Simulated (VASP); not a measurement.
# BaS (Fm-3m) in VASP: further runs

The runs below take BaS through single point, relaxation of cell and atoms, with LDA.

Program: VASP 6.6.1. These are calculated values, not measurements. Logs are shortened: lines on timing, memory, paths and dates and some standing lists are left out, and cuts for length are marked.

**Experimental background.**

A printed reference work, monograph, original work of 1988 reports, for a bulk crystal of BaS at 2 K: band gap 3.806 eV (indirect).

The results are compared with them further down.

**1. The cell of the first run**

Symmetry: Fm-3m, No. 225, cubic system. Conventional cell: a = 6.272 Å, b = 6.272 Å, c = 6.272 Å, α = 90.00°, β = 90.00°, γ = 90.00°. Within 4.1 Å of Ba (site symmetry m-3m) lie 6 S at 3.14 Å. Within 4.1 Å of S (site symmetry m-3m) lie 6 Ba at 3.14 Å.

**2. Single point, LDA**

File INCAR:

```
SYSTEM = BaS
PREC = Accurate
ENCUT = 500
EDIFF = 1E-6
ISMEAR = 0
SIGMA = 0.01
LREAL = .False.
LASPH = .True.
NELM = 120
ALGO = Normal
ISIF = 2
LWAVE = .False.
LCHARG = .True.
LELF = .True.
LVHAR = .True.
NBANDS = 15
GGA_COMPAT = .False.
```

File KPOINTS:

```
Automatic mesh
0
Gamma
  6 6 6
  0 0 0
```

File POSCAR:

```
BaS
1.0
    0.0000000000      3.1358147050      3.1358147050
    3.1358147050      0.0000000000      3.1358147050
    3.1358147050      3.1358147050      0.0000000000
Ba S
1 1
Direct
    0.0000000000      0.0000000000      0.0000000000
    0.5000000000      0.5000000000      0.5000000000
```

Potentials or basis: VASP PAW LDA potentials, release 64 (Ba_sv, S).

Started as:

```
$ cat potpaw_LDA.64/Ba_sv/POTCAR potpaw_LDA.64/S/POTCAR > POTCAR
$ mpirun -np 1 vasp_std > vasp.out
```

OUTCAR:

```text
SYSTEM = BaS
   PREC = Accurate
   ENCUT = 500
   EDIFF = 1E-6
   ISMEAR = 0
   LREAL = .False.
   LASPH = .True.
   NELM = 120
   ISIF = 2

 ion  position               nearest neighbor table
   1  0.000  0.000  0.000-   2 3.14   2 3.14   2 3.14   2 3.14   2 3.14   2 3.14
   2  0.500  0.500  0.500-   1 3.14   1 3.14   1 3.14   1 3.14   1 3.14   1 3.14

  LATTYP: Found a face centered cubic cell.
 ALAT       =     6.2716294100

  Lattice vectors:

 A1 = (   0.0000000000,   3.1358147050,   3.1358147050)
 A2 = (   3.1358147050,   0.0000000000,   3.1358147050)
 A3 = (   3.1358147050,   3.1358147050,   0.0000000000)

Analysis of symmetry for initial positions (statically):
=====================================================================
 Subroutine PRICEL returns:
 Original cell was already a primitive cell.

 Routine SETGRP: Setting up the symmetry group for a
 face centered cubic supercell.

 Subroutine GETGRP returns: Found 48 space group operations
 (whereof 48 operations were pure point group operations)
 out of a pool of 48 trial point group operations.

The static configuration has the point symmetry O_h .

Analysis of symmetry for dynamics (positions and initial velocities):
=====================================================================
 Subroutine PRICEL returns:
 Original cell was already a primitive cell.

 Routine SETGRP: Setting up the symmetry group for a
 face centered cubic supercell.

 Subroutine GETGRP returns: Found 48 space group operations
 (whereof 48 operations were pure point group operations)
 out of a pool of 48 trial point group operations.

The dynamic configuration has the point symmetry O_h .

 Subroutine INISYM returns: Found 48 space group operations
 (whereof 48 operations are pure point group operations),
 and found     1 'primitive' translations

----------------------------------------------------------------------------------------

                                     Primitive cell

  volume of cell :      61.6710

  direct lattice vectors                    reciprocal lattice vectors
     0.000000000  3.135814705  3.135814705    -0.159448197  0.159448197  0.159448197
     3.135814705  0.000000000  3.135814705     0.159448197 -0.159448197  0.159448197
     3.135814705  3.135814705  0.000000000     0.159448197  0.159448197 -0.159448197

  length of vectors
     4.434711685  4.434711685  4.434711685     0.276172378  0.276172378  0.276172378

  position of ions in fractional coordinates (direct lattice)
     0.000000000  0.000000000  0.000000000
     0.500000000  0.500000000  0.500000000

  ion indices of the primitive-cell ions
   primitive index   ion index
                 1           1
                 2           2

----------------------------------------------------------------------------------------

 KPOINTS: Automatic mesh

Automatic generation of k-mesh.
 Grid dimensions read from file:
 generate k-points for:    6    6    6

 Generating k-lattice:

  Cartesian coordinates                     Fractional coordinates (reciprocal lattice)
    -0.026574699  0.026574699  0.026574699     0.166666667  0.000000000  0.000000000
     0.026574699 -0.026574699  0.026574699     0.000000000  0.166666667  0.000000000
     0.026574699  0.026574699 -0.026574699     0.000000000  0.000000000  0.166666667

  Length of vectors
     0.046028730  0.046028730  0.046028730

  Shift w.r.t. Gamma in fractional coordinates (k-lattice)
     0.000000000  0.000000000  0.000000000

 Subroutine IBZKPT returns following result:
 ===========================================

 Found     16 irreducible k-points:

 Following reciprocal coordinates:
            Coordinates               Weight
  0.000000  0.000000  0.000000      1.000000
  0.166667  0.000000  0.000000      8.000000
  0.333333  0.000000  0.000000      8.000000
  0.500000  0.000000  0.000000      4.000000
  0.166667  0.166667  0.000000      6.000000
  0.333333  0.166667  0.000000     24.000000
[... 8 lines left out ...]
 -0.333333  0.333333  0.166667     24.000000
 -0.333333  0.500000  0.166667     12.000000
   k-points           NKPTS =     16   k-points in BZ     NKDIM =     16   number of bands    NBANDS=     15
   number of dos      NEDOS =    301   number of ions     NIONS =      2
   total plane-waves  NPLWV =  32768
   dimension x,y,z NGX =    32 NGY =   32 NGZ =   32
   dimension x,y,z NGXF=    64 NGYF=   64 NGZF=   64
   ions per type =               1   1
   NGX,Y,Z   is equivalent  to a cutoff of  12.00, 12.00, 12.00 a.u.
   NGXF,Y,Z  is equivalent  to a cutoff of  23.99, 23.99, 23.99 a.u.
 SYSTEM =  BaS
   PREC   = accura    normal or accurate (medium, high low for compatibility)
   ISTART =      0    job   : 0-new  1-cont  2-samecut
   ICHARG =      2    charge: 1-file 2-atom 10-const
   ISPIN  =      1    spin polarized calculation?
   LNONCOLLINEAR =      F non collinear calculations
   LSORBIT =      F    spin-orbit coupling
   LASPH  =      T    aspherical Exc in radial PAW
   ENCUT  =  500.0 eV  36.75 Ry    6.06 a.u.   8.09  8.09  8.09*2*pi/ulx,y,z
   NELM   =    120;   NELMIN=  2; NELMDL= -5     # of ELM steps
   EDIFF  = 0.1E-05   stopping-criterion for ELM
   LREAL  =      F    real-space projection
   EDIFFG = 0.1E-04   stopping-criterion for IOM
   NSW    =      0    number of steps for IOM
   IBRION =     -1    ionic relax: 0-MD 1-quasi-New 2-CG
   NFREE  =      0    steps in history (QN), initial steepest desc. (CG)
   ISIF   =      2    stress and relaxation
   ISYM   =      2    0-nonsym 1-usesym 2-fastsym
   POTIM  = 0.5000    time-step for ionic-motion
   TEBEG  =    0.0;   TEEND  =   0.0 temperature during run
   PSTRESS=    0.0 pullay stress
   NELECT =      16.0000    total number of electrons
   NUPDOWN=      -1.0000    fix difference up-down
   EMIN   =  10.00;   EMAX   =-10.00  energy-range for DOS
   EFERMI =   0.00;   METHOD = LEGACY
   ISMEAR =     0;   SIGMA  =   0.01  broadening in eV -4-tet -1-fermi 0-gaus
   EFERMI_NEDOS =   21; number of points for ismear=-14 and -15
   IALGO  =     38    algorithm
   IMIX   =      4    mixing-type and parameters
     AMIX     =   0.40;   BMIX     =  1.00
     AMIX_MAG =   1.60;   BMIX_MAG =  1.00
  volume/ion in A,a.u.               =      30.84       208.09
  Fermi-wavevector in a.u.,A,eV,Ry     =   1.044130  1.973119 14.833163  1.090207
  Thomas-Fermi vector in A             =   2.178869
   LORBIT       =      0    0 simple, 1 ext, 2 COOP (PROOUT), +10 PAW based schemes
   GGA     = CA    functional components
   LHFCALC =     F    Hartree Fock is set to
   AEXX    =    0.0000 exact exchange contribution
   IVDW    =     0    specifies the selected vdW correction
   LEPSILON=     F    determine dielectric tensor
   LRPA    =     F    only Hartree local field effects (RPA)
 non-spin polarized calculation
 Gauss-broadening in eV      SIGMA  =   0.01
  energy-cutoff  :      500.00
  volume of cell :       61.67
 maximum number of plane-waves:      1588
   NGX = 17   NGY = 17   NGZ = 17

 number of electron      16.0000000 magnetization

 Free energy of the ion-electron system (eV)
  ---------------------------------------------------
  ext. energy  EPLUGINS =         0.00000000
  ---------------------------------------------------
  free energy    TOTEN  =       -11.17215405 eV

  energy without entropy =      -11.17215405  energy(sigma->0) =      -11.17215405

 E-fermi :   1.5934     XC(G=0):  -9.2163

 val. band max:        1.5424181231   @ k =   0.0000   0.0000   0.0000
 cond. band min:       3.3387893034   @ k =   0.5000   0.5000   0.0000
 fundamental gap:      1.7963711803
 Fermi energy:         1.5934283614

 k-point     1 :       0.0000    0.0000    0.0000
  band No.  band energies     occupation
      1     -24.2988      2.00000
      2      -9.3634      2.00000
      3      -9.3634      2.00000
      4      -9.3634      2.00000
      5      -8.8599      2.00000
      6       1.5424      2.00000
      7       1.5424      2.00000
      8       1.5424      2.00000
      9       5.1266      0.00000
     10       5.2404      0.00000
     11       5.2404      0.00000
     12       5.2404      0.00000
     13       6.2862      0.00000
     14       6.2862      0.00000
     15      10.0682      0.00000

 k-point     2 :       0.1667    0.0000    0.0000
  band No.  band energies     occupation
      1     -24.2836      2.00000
      2      -9.9846      2.00000
      3      -9.3754      2.00000
      4      -9.3754      2.00000
      5      -8.2163      2.00000
      6       0.8123      2.00000
      7       1.1459      2.00000
      8       1.1459      2.00000
      9       5.2937      0.00000
     10       5.6815      0.00000
     11       5.6815      0.00000
     12       6.1647      0.00000
     13       7.1478      0.00000
     14       7.1478      0.00000
     15      11.2222      0.00000

 k-point     3 :       0.3333    0.0000    0.0000
  band No.  band energies     occupation
      1     -24.2530      2.00000
      2     -10.5744      2.00000
      3      -9.3990      2.00000
      4      -9.3990      2.00000
      5      -7.5755      2.00000
      6      -0.1946      2.00000
      7       0.5535      2.00000
      8       0.5535      2.00000
      9       5.8929      0.00000
     10       6.8608      0.00000
     11       6.8608      0.00000
     12       7.6767      0.00000
     13       9.0604      0.00000
     14       9.0604      0.00000
     15      12.1603      0.00000
[... 199 lines left out ...]
 k-point    15 :      -0.3333    0.3333    0.1667
  band No.  band energies     occupation
      1     -24.2237      2.00000
      2     -10.3775      2.00000
      3      -9.7087      2.00000
      4      -9.5871      2.00000
      5      -7.8710      2.00000
      6       0.1216      2.00000
      7       0.7996      2.00000
      8       0.8826      2.00000
      9       5.8832      0.00000
     10       6.0038      0.00000
     11       8.3623      0.00000
     12       8.6744      0.00000
     13       9.0690      0.00000
     14      11.0630      0.00000
     15      11.3658      0.00000

 k-point    16 :      -0.3333    0.5000    0.1667
  band No.  band energies     occupation
      1     -24.2192      2.00000
      2      -9.9978      2.00000
      3      -9.8935      2.00000
      4      -9.7057      2.00000
      5      -8.1958      2.00000
      6       0.5513      2.00000
      7       1.0461      2.00000
      8       1.1599      2.00000
      9       4.5394      0.00000
     10       7.0417      0.00000
     11       7.8688      0.00000
     12       8.6739      0.00000
     13       9.2654      0.00000
     14      10.0853      0.00000
     15      11.5736      0.00000

------------------------ aborting loop because EDIFF is reached ----------------------------------------

  FORCE on cell =-STRESS in cart. coord.  units (eV):
  Direction    XX          YY          ZZ          XY          YZ          ZX
  --------------------------------------------------------------------------------------
  -------------------------------------------------------------------------------------
  Total        0.2970780      0.2970780      0.2970780      0.0000000      0.0000000     -0.0000000
  in kB        7.7179139      7.7179139      7.7179139      0.0000000      0.0000000     -0.0000000
  external PRESSURE =       7.7179139 kB  Pullay stress =       0.0000000 kB

 VOLUME and BASIS-vectors are now :
 -----------------------------------------------------------------------------
  energy-cutoff  :      500.00
  volume of cell :       61.67
      direct lattice vectors                 reciprocal lattice vectors
     0.000000000  3.135814705  3.135814705    -0.159448197  0.159448197  0.159448197
     3.135814705  0.000000000  3.135814705     0.159448197 -0.159448197  0.159448197
     3.135814705  3.135814705  0.000000000     0.159448197  0.159448197 -0.159448197

 POSITION                                       TOTAL-FORCE (eV/Angst)
 -----------------------------------------------------------------------------------
      0.00000      0.00000      0.00000         0.000000      0.000000      0.000000
      3.13581      3.13581      3.13581        -0.000000     -0.000000     -0.000000
 -----------------------------------------------------------------------------------
    total drift:                                0.000000     -0.000000     -0.000000

  FREE ENERGIE OF THE ION-ELECTRON SYSTEM (eV)
  ---------------------------------------------------
  free  energy   TOTEN  =       -11.1721540492 eV

  energy  without entropy=      -11.1721540492  energy(sigma->0) =      -11.17215405
```

Wall time 12 s (1 thread of Intel Xeon Platinum 8488C (Sapphire Rapids), shared host); peak memory 0.15 GiB.

What came out:

```yaml
Free_energy: -11.1722 eV
Pressure: 0.8 GPa
Band_gap_on_the_k_mesh: 1.80 eV (least direct gap 1.90 eV)
```

Levels at points of the mesh, in eV from the valence-band top:
```
           k point  band 5  band 6  band 7  band 8  band 9  band 10  band 11  band 12
(0.00, 0.00, 0.00)  -10.40    0.00    0.00    0.00    3.58     3.70     3.70     3.70
(0.50, 0.00, 0.00)   -8.87   -2.14   -1.23   -1.23    5.58     5.64     6.38     6.38
(0.50, 0.50, 0.00)  -10.32   -0.46   -0.11   -0.11    1.80     6.00     6.18     7.70
```

Caveat: spin-orbit coupling is left out, which moves the levels of the heavy elements.

**3. Relaxation of cell and atoms, LDA**

This run uses another cell than the first one, of 32.58 Å³/atom.

File INCAR:

```
SYSTEM = BaS
ALGO = Normal ; EDIFF = 1E-7
EDIFFG = -0.01 ; ENCUT = 500
GGA_COMPAT = .False. ; IBRION = 2
ISIF = 3 ; ISMEAR = 0
LASPH = .True. ; LCHARG = .False.
LREAL = .False. ; LWAVE = .False.
NELM = 120 ; NELMIN = 4
NSW = 80 ; PREC = Accurate
SIGMA = 0.01
```

File KPOINTS:

```
k-points
0
Gamma
  6 6 6
  0 0 0
```

File POSCAR:

```
BaS
1.0
    0.0000000000      3.1937500000      3.1937500000
    3.1937500000      0.0000000000      3.1937500000
    3.1937500000      3.1937500000      0.0000000000
Ba S
1 1
Direct
    0.0000000000      0.0000000000      0.0000000000
    0.5000000000      0.5000000000      0.5000000000
```

Potentials or basis: VASP PAW LDA potentials, release 64 (Ba_sv, S).

Started as:

```
$ cat potpaw_LDA.64/Ba_sv/POTCAR potpaw_LDA.64/S/POTCAR > POTCAR
$ mpirun -np 1 vasp_std > vasp.out
```

It took 30 s on 1 thread of Intel Xeon Platinum 8488C (Sapphire Rapids), shared host; peak memory 0.17 GiB.

Results (log left out):

```
Free energy                           : -11.1748 eV
Relaxed volume                        : 31.30 Å³/atom
Relaxed cell                          : a = 4.457 Å, b = 4.457 Å, c = 4.457 Å, α = 60.00°, β = 60.00°, γ = 60.00°
Space group after relaxing (to 0.1 Å) : Fm-3m (No. 225)
Energy gained by relaxing             : 7.6 meV/atom
Ionic steps                           : 3
Pressure after relaxing               : 0.0 GPa
Band gap on the k mesh                : 1.83 eV (least direct gap 1.94 eV)
```

The path:
| step | energy change (eV) | largest force (eV/Å) | pressure (GPa) | volume (Å³) |
| --- | --- | --- | --- | --- |
| 1 | 0.0000 | 0.0000 | -1.84 | 65.15 |
| 2 | -0.0131 | 0.0000 | 0.77 | 61.68 |
| 3 | -0.0152 | 0.0000 | 0.00 | 62.60 |

Final structure:
```
CELL_PARAMETERS angstrom
0.00000 3.15146 3.15146
3.15146 0.00000 3.15146
3.15146 3.15146 0.00000
ATOMIC_POSITIONS crystal
Ba 0.00000 0.00000 0.00000
S 0.50000 0.50000 0.50000
```

Levels at points of the mesh, in eV from the valence-band top:
| k point | band 6 | band 7 | band 8 | band 9 | band 10 | band 11 |
| --- | --- | --- | --- | --- | --- | --- |
| (0.00, 0.00, 0.00) | 0.00 | 0.00 | 0.00 | 3.51 | 3.70 | 3.70 |
| (0.50, 0.00, 0.00) | -2.11 | -1.20 | -1.20 | 5.53 | 5.59 | 6.33 |
| (0.50, 0.50, 0.00) | -0.49 | -0.12 | -0.12 | 1.83 | 5.96 | 6.08 |

Caveat: spin-orbit coupling is left out, which moves the levels of the heavy elements.

**4. How close it comes**

Step 2. A measured gap of BaS is 3.806 eV (indirect; 2 K; a printed reference work, monograph, original work of 1988); the calculated 1.80 eV misses it by -2.01 eV. So large a miss can be the level of theory's own, or it may mean another phase, state or a wrong row. Spin-orbit coupling on Ba is left out. The value is that of LDA on a finite k mesh, which can miss the band edges, without temperature or zero-point motion. Semilocal functionals fall short of measured gaps as a rule.
